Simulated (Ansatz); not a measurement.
# HgSe: the cost of one run

Program: Ansatz 0.2.0. Level of theory: reference: DFT, HSE06, plane waves, PAW. These are calculated values, not measurements.

3 further runs of the same task are left out: 3 that didn't finish.

### 1 The structure to begin with

It takes space group F-43m (No. 216, cubic). The conventional cell has a = 6.185 Å, b = 6.185 Å, c = 6.185 Å, α = 90.00°, β = 90.00°, γ = 90.00°. Around Hg (site symmetry -43m) lie 4 Se at 2.68 Å. Se (site symmetry -43m) has 4 Hg at 2.68 Å as nearest neighbours.

Structure file:

```xyz
2
Lattice="0.0000 3.0927 3.0927 3.0927 0.0000 3.0927 3.0927 3.0927 0.0000" Properties=species:S:1:pos:R:3 pbc="T T T"
Hg    0.0000    0.0000    0.0000
Se    1.5463    1.5463    1.5463
```

### 2 Reference

The input, input.yaml:

```yaml
crystal:
  lattice:
    - [0.0, 3.092665094, 3.092665094]
    - [3.092665094, 0.0, 3.092665094]
    - [3.092665094, 3.092665094, 0.0]
  atoms:
    - { symbol: Hg, position: [0.0, 0.0, 0.0] }
    - { symbol: Se, position: [0.25, 0.25, 0.25] }
kpoints:
  mp_grid: { grid: [4, 4, 4] }
hamiltonian:
  xc: hse06
scf:
  occupations: { method: fermi_dirac, width: 0.02 }
  n_extra_bands: 4
output:
  forces: true
  stress: true
  eigenvalues: true
```

Started as:

```bash
$ ansatz run input.yaml --threads 4 --pin off --max-ram 3686MiB --backend cpu --events-out ev --progress --plain --runs-dir out
```

What time and memory should one allow on 4 threads of Arm Neoverse V1, shared host?

About 8.1 s, with a peak of 0.83 GiB.
